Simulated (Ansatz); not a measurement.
**Zr3N4: field gradients at two levels of theory**

Cell: a Materials Project structure (computed, not necessarily an observed phase), atoms as given.

```cif
data_Zr3N4
_symmetry_space_group_name_H-M 'I-43d'
_symmetry_Int_Tables_number 220
_cell_length_a 6.7752
_cell_length_b 6.7752
_cell_length_c 6.7752
_cell_angle_alpha 90.000
_cell_angle_beta 90.000
_cell_angle_gamma 90.000
loop_
_atom_site_label
_atom_site_type_symbol
_atom_site_symmetry_multiplicity
_atom_site_Wyckoff_symbol
_atom_site_fract_x
_atom_site_fract_y
_atom_site_fract_z
Zr Zr 12 a 0.0000 0.7500 0.1250
N N 16 c 0.3152 0.3152 0.3152
```

One atom of each set is listed; the run and its k-mesh use a cell of 14 atoms with edges of 5.87, 5.87, 5.87 Å.

First run. Computed with Ansatz: DFT, PBE, plane waves and PAW, scalar-relativistic, 420 eV cutoff, Γ-centred 6×6×6 k-points, Fermi–Dirac smearing 0.02 eV.

```json
{"site": "Zr", "V_zz (10²¹ V/m²)": "12.34", "η": "0.00"}
{"site": "N", "V_zz (10²¹ V/m²)": "0.77", "η": "0.00"}
```

Second run. The same atoms and settings, except that the functional is r2SCAN and the cutoff is 500 eV.

(1) Given the first result, estimate the second.

## Answers

(1) 

```
site   V_zz     η  change of V_zz
  Zr  12.52  0.00           +0.18
   N   0.79  0.00           +0.02
```

The largest change of V_zz is on Zr, from 12.34 to 12.52. In per cent, |V_zz| changes by +1 on Zr, +3 on N (all sites that start above 0.5).

Without spin–orbit coupling (the program notes it for Zr) the gradients can shift somewhat, as the gap is small.
For the first run: With a gap of 0.7 eV on this mesh, small gradients can still move by 0.1 × 10²¹ V/m² or more as the k-mesh gets denser.
